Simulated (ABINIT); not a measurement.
# Ti (Im-3m) in ABINIT: a series of runs, part 2 of 3

ABINIT 10.8.3 (patched build).

### Step 3. Equation of state, PBE

run.abi reads:

```
# Datasets: one volume each
ndtset 7
getwfk -1
scalecart1 3*0.9795861087
scalecart2 3*0.9864848297
scalecart3 3*0.9932883884
scalecart4 3*1.0000000000
scalecart5 3*1.0066227096
scalecart6 3*1.0131594038
scalecart7 3*1.0196128224

# Pseudopotentials
pp_dirpath "./"
pseudos "Ti_ONCV_PBE-1.2.upf"

# Structure
acell 5.3711598245 5.3711598245 5.3711598245
rprim
    -0.5773502692     0.5773502692     0.5773502692
     0.5773502692    -0.5773502692     0.5773502692
     0.5773502692     0.5773502692    -0.5773502692
ntypat 1
znucl 22
natom 1
typat 1
xred
     0.0000000000     0.0000000000     0.0000000000

# Plane-wave basis
ecut 1142.878222 eV

# k points
kptopt 1
ngkpt 11 11 11
nshiftk 1
shiftk 0.0 0.0 0.0

# Exchange and correlation
ixc 11

# Bands and occupations
nband 10
occopt 3
tsmear 0.05 eV

# SCF cycle
nstep 100
tolvrs 1.0e-10

# Output
iomode 3
prtwf 1
prtden 0
prteig 0
prtebands 0
```

Potentials or basis: SG15 NC PBE v1.2.

Started as:

```console
abinit run.abi > log 2>&1
```

run.abo:

```text
.Version 10.8.3 of ABINIT
 DATASET    1 : space group Im -3 m (#229); Bravais cI (body-center cubic)
================================================================================
 Values of the parameters that define the memory need for DATASET  1.
     intxc =       0    ionmov =       0      iscf =       7    lmnmax =       6
     lnmax =       6     mgfft =      32  mpssoang =       3    mqgrid =    3001
     natom =       1  nloc_mem =       1    nspden =       1   nspinor =       1
    nsppol =       1      nsym =      48    n1xccc =       0    ntypat =       1
    occopt =       3   xclevel =       2
       mpw =        1470          nfft =       32768          nkpt =          56
================================================================================
================================================================================
[... 61 lines left out ...]
 DATASET    7 : space group Im -3 m (#229); Bravais cI (body-center cubic)
================================================================================
 Values of the parameters that define the memory need for DATASET  7.
     intxc =       0    ionmov =       0      iscf =       7    lmnmax =       6
     lnmax =       6     mgfft =      32  mpssoang =       3    mqgrid =    3001
     natom =       1  nloc_mem =       1    nspden =       1   nspinor =       1
    nsppol =       1      nsym =      48    n1xccc =       0    ntypat =       1
    occopt =       3   xclevel =       2
       mpw =        1670          nfft =       32768          nkpt =          56
================================================================================
================================================================================

--------------------------------------------------------------------------------
------------- Echo of variables that govern the present computation ------------
--------------------------------------------------------------------------------
 -outvars: echo values of preprocessed input variables --------
            acell      5.3711598245E+00  5.3711598245E+00  5.3711598245E+00 Bohr
              amu      4.78800000E+01
             ecut      4.20000000E+01 Hartree
           getwfk          -1
                       outvar_i_n : Printing only first  50 k-points.
              ixc          11
           jdtset        1    2    3    4    5    6    7
                       outvar_i_n : Printing only first  50 k-points.
         kptrlatt       11    0    0      0   11    0      0    0   11
          kptrlen1     5.78766491E+01
          kptrlen2     5.82842445E+01
          kptrlen3     5.86862175E+01
          kptrlen4     5.90827581E+01
          kptrlen5     5.94740460E+01
          kptrlen6     5.98602519E+01
          kptrlen7     6.02415377E+01
            natom           1
            nband          10
           ndtset           7
            ngfft          32      32      32
             nkpt          56
            nstep         100
             nsym          48
           ntypat           1
                       prtocc : prtvol=0, do not print more k-points.
           occopt           3
           prtden           0
        prtebands           0
           prteig           0
            rprim1    -5.6556430356E-01  5.6556430356E-01  5.6556430356E-01
                       5.6556430356E-01 -5.6556430356E-01  5.6556430356E-01
                       5.6556430356E-01  5.6556430356E-01 -5.6556430356E-01
            rprim2    -5.6954728199E-01  5.6954728199E-01  5.6954728199E-01
                       5.6954728199E-01 -5.6954728199E-01  5.6954728199E-01
                       5.6954728199E-01  5.6954728199E-01 -5.6954728199E-01
            rprim3    -5.7347531844E-01  5.7347531844E-01  5.7347531844E-01
                       5.7347531844E-01 -5.7347531844E-01  5.7347531844E-01
                       5.7347531844E-01  5.7347531844E-01 -5.7347531844E-01
            rprim4    -5.7735026920E-01  5.7735026920E-01  5.7735026920E-01
                       5.7735026920E-01 -5.7735026920E-01  5.7735026920E-01
                       5.7735026920E-01  5.7735026920E-01 -5.7735026920E-01
            rprim5    -5.8117389237E-01  5.8117389237E-01  5.8117389237E-01
                       5.8117389237E-01 -5.8117389237E-01  5.8117389237E-01
                       5.8117389237E-01  5.8117389237E-01 -5.8117389237E-01
            rprim6    -5.8494785453E-01  5.8494785453E-01  5.8494785453E-01
                       5.8494785453E-01 -5.8494785453E-01  5.8494785453E-01
                       5.8494785453E-01  5.8494785453E-01 -5.8494785453E-01
            rprim7    -5.8867373749E-01  5.8867373749E-01  5.8867373749E-01
                       5.8867373749E-01 -5.8867373749E-01  5.8867373749E-01
                       5.8867373749E-01  5.8867373749E-01 -5.8867373749E-01
          spgroup         229
           tolvrs      1.00000000E-10
           tsmear      1.83746611E-03 Hartree
            typat      1
                       outvars : Printing only first  50 k-points.
            znucl       22.00000

================================================================================

 chkinp: Checking input parameters for consistency, jdtset=   1.

 chkinp: Checking input parameters for consistency, jdtset=   2.
[... 33 lines left out ...]
 getcut: wavevector=  0.0000  0.0000  0.0000  ngfft=  32  32  32
         ecut(hartree)=     42.000   => boxcut(ratio)=   2.08676

--- Pseudopotential description ------------------------------------------------
- pspini: atom type   1  psp file is ./Ti_ONCV_PBE-1.2.upf
12 -101130 2 -1 602                           pspcod,pspxc,lmax,lloc,mmax
     nproj     2     2     2

   2.68119370E+02                                ecore*ucvol(ha*bohr**3)
--------------------------------------------------------------------------------

================================================================================

--- !BeginCycle
iteration_state: {dtset: 1, }
solver: {iscf: 7, nstep: 100, nline: 4, wfoptalg: 0, }
tolerances: {tolvrs: 1.00E-10, }
...
[... 961 lines left out ...]
-Cartesian components of stress tensor (GPa)         [Pressure= -7.5229E+00 GPa]
- sigma(1 1)=  7.52294335E+00  sigma(3 2)=  0.00000000E+00
- sigma(2 2)=  7.52294335E+00  sigma(3 1)=  0.00000000E+00
- sigma(3 3)=  7.52294335E+00  sigma(2 1)=  0.00000000E+00

== END DATASET(S) ==============================================================
================================================================================

 -outvars: echo values of variables after computation  --------
            acell      5.3711598245E+00  5.3711598245E+00  5.3711598245E+00 Bohr
           etotal1    -5.7689480732E+01
           etotal2    -5.7689725026E+01
           etotal3    -5.7689781174E+01
           etotal4    -5.7689665703E+01
           etotal5    -5.7689393505E+01
           etotal6    -5.7688977820E+01
           etotal7    -5.7688431078E+01
            fcart1    -0.0000000000E+00 -0.0000000000E+00 -0.0000000000E+00
            fcart2    -0.0000000000E+00 -0.0000000000E+00 -0.0000000000E+00
            fcart3    -0.0000000000E+00 -0.0000000000E+00 -0.0000000000E+00
            fcart4    -0.0000000000E+00 -0.0000000000E+00 -0.0000000000E+00
            fcart5    -0.0000000000E+00 -0.0000000000E+00 -0.0000000000E+00
            fcart6    -0.0000000000E+00 -0.0000000000E+00 -0.0000000000E+00
            fcart7    -0.0000000000E+00 -0.0000000000E+00 -0.0000000000E+00
            rprim1    -5.6556430356E-01  5.6556430356E-01  5.6556430356E-01
                       5.6556430356E-01 -5.6556430356E-01  5.6556430356E-01
                       5.6556430356E-01  5.6556430356E-01 -5.6556430356E-01
[... 17 lines left out ...]
                       5.8867373749E-01  5.8867373749E-01 -5.8867373749E-01
           strten1    -1.4368810038E-04 -1.4368810038E-04 -1.4368810038E-04
                       0.0000000000E+00  0.0000000000E+00  0.0000000000E+00
           strten2    -6.1115902306E-05 -6.1115902306E-05 -6.1115902306E-05
                       0.0000000000E+00  0.0000000000E+00  0.0000000000E+00
           strten3     1.4138408304E-05  1.4138408304E-05  1.4138408304E-05
                       0.0000000000E+00  0.0000000000E+00  0.0000000000E+00
           strten4     8.2834934797E-05  8.2834934797E-05  8.2834934797E-05
                       0.0000000000E+00  0.0000000000E+00  0.0000000000E+00
           strten5     1.4564076815E-04  1.4564076815E-04  1.4564076815E-04
                       0.0000000000E+00  0.0000000000E+00  0.0000000000E+00
           strten6     2.0310672322E-04  2.0310672322E-04  2.0310672322E-04
                       0.0000000000E+00  0.0000000000E+00  0.0000000000E+00
           strten7     2.5569964735E-04  2.5569964735E-04  2.5569964735E-04
                       0.0000000000E+00  0.0000000000E+00  0.0000000000E+00
 Calculation completed.
```

Wall time 2.9 min (1 thread of Arm Neoverse N1, shared host); peak memory 0.11 GiB.

What came out:

| Quantity | Value |
| --- | --- |
| Equilibrium volume | 17.26 Å³/atom |
| Bulk modulus | 105 GPa |
| Pressure derivative of the bulk modulus | 3.4 |

Energy against volume, from the lowest point:
```
volume (Å³/atom)  energy (meV/atom)
          16.616               8.18
          16.969               1.53
          17.323               0.00
          17.676               3.14
          18.030              10.55
          18.383              21.86
          18.737              36.74
```

Caveat: pressures at fixed basis lie under the slope of the energies.

(Continued in part 3 of 3.)
